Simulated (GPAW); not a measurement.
# Calculated records

**Quasiparticle gap of SrCl2 (1T monolayer) in GPAW**

The cell holds 3 atoms: 1 Sr and 2 Cl. Cell: a = 4.305 Å, b = 4.305 Å, c = 14.400 Å, α = 90.0°, β = 90.0°, γ = 120.0°. Vacuum lies along c.

```yaml
method: DFT, LDA, plane waves, PAW (and 1 further level or step)
program: GPAW 26.7.0
settings: cutoff 450 eV, GPAW PAW setups 1.2.1 data release, 6×6×1 k-mesh, nbands 385
notes: The structure was relaxed with LDA. Limits: no spin-orbit coupling.
lda_gap: 5.77 eV, indirect
g0w0_gap_on_the_mesh: 9.10 eV
gw_settings: 6×6×1 mesh, 174 bands, screening to 48 eV, full frequency, Hilbert transform
known_limits: short of the basis limit; no spin-orbit coupling
```

G0W0 moves the gap on the mesh from 5.77 eV to 9.10 eV (+3.33 eV), with Z of 0.82 and 0.88 at the edges. Bands and cutoff are finite, so the gap stands short of the basis limit, usually by up to a few tenths of an eV; the mesh is an error of its own.

[Long decimals in the printed logs are rounded to 6 places.]

[Logs are printed without paths, hosts, clocks, repeated set-up lines and the standing remarks that a program may print on its own settings, such as how far it seeks lower states.]

[Paths, hosts, dates, memory and timing lines, banners, echoed tables and standing remarks are left out of the program output; an Ansatz launch command may be rebuilt from the run's recorded settings. Measured values are a selection of at most five: reports struck by readers or far from the other reports are left out. None is set beside runs whose start may be inverted or whose files or cutoffs have a known fault.]

[Runs of the session that timed out or met a known fault of the program may be left out.]

[Hosts, paths, dates, database ids (printed as entryN), source tags and the programs' standing remarks are cut or masked in the printed files.]

[Where the starting crystal was built by hand or by swapping elements, it need not be the compound's stable phase.]
